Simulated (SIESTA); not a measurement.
Runs of SIESTA 5.4.2 on CoO. The structure is trigonal, space group R3m (No. 160). The conventional cell has a = 3.204 Å, b = 3.204 Å, c = 7.699 Å, α = 90.00°, β = 90.00°, γ = 120.00°. Around Co (site symmetry 3m) lie 4 O at 1.91 to 1.96 Å. O (site symmetry 3m) has 4 Co at 1.91 to 1.96 Å as nearest neighbours. Measurements of this composition are mostly on another form, of space group No. 225.

| task | level | potentials or basis | spin | U | fixed moment (μB) | cell | k mesh | optimiser | force tolerance | stress tolerance (GPa) | hubbard projector method | broadening (eV) | grid cutoff | energy shift | pressure (GPa) | moment (μB) | relaxed volume (Å³/atom) |
| --- | --- | --- | --- | --- | --- | --- | --- | --- | --- | --- | --- | --- | --- | --- | --- | --- | --- |
| relaxation of cell and atoms | RPBE | PseudoDojo 0.4 standard (PBE files), SZ (energy shift 0.002 Ry) | collinear, zero start | - | 0.0 | relaxed | 8 × 8 × 8 | Broyden | 0.01 eV/Å | 0.05 | - | - | 1200 Ry | 0.002 Ry | 0.0 | 0.00 | 11.89 |
| optical spectrum | BP86+U | PseudoDojo 0.4 standard (PBE files), SZ (energy shift 0.01 Ry) | collinear, zero start | Co d U = 4 eV | 2.0 | atoms moved at random, drawn with an rms of 0.15 Å | 10 × 10 × 10 | - | - | - | 2 | 0.2 eV | 800 Ry | 0.01 Ry | 1.4 | 2.00 | - |
| relaxation of cell and atoms | PW91+U | PseudoDojo 0.4 standard (PBE files), DZP (energy shift 0.002 Ry) | collinear, ferromagnetic start | Co d U = 1 eV | - | relaxed | 8 × 8 × 8 | Broyden | 0.01 eV/Å | 0.05 | 2 | - | 1200 Ry | 0.002 Ry | 0.0 | 2.94 | (a) |
| Born charges | PW91+U | PseudoDojo 0.4 standard (PBE files), DZP (energy shift 0.002 Ry) | collinear, ferromagnetic start | Co d U = 1 eV | - | relaxed by the run before | 8 × 8 × 8 | - | - | - | 2 | - | 1200 Ry | 0.002 Ry | - | 2.94 | - |

Alike in all rows: smearing fermi-dirac 0.05 eV.

Question: Estimate the missing entries.

Answer: (a) 11.88.

Caveats: the potentials were made for another functional, which shifts forces and pressure; the basis of atomic orbitals isn't converged, which shifts pressures, moduli and gaps; a cell with one magnetic atom can't hold antiferromagnetic order, which such compounds often take (some runs); the basis has no polarisation orbitals (some runs); short orbitals over semicore shells can move pressures by several GPa (some runs); the total moment is fixed, so each spin has its own Fermi level (some runs); semicore shells carry a single zeta, which can move pressures by several GPa and volumes by a few percent (some runs).
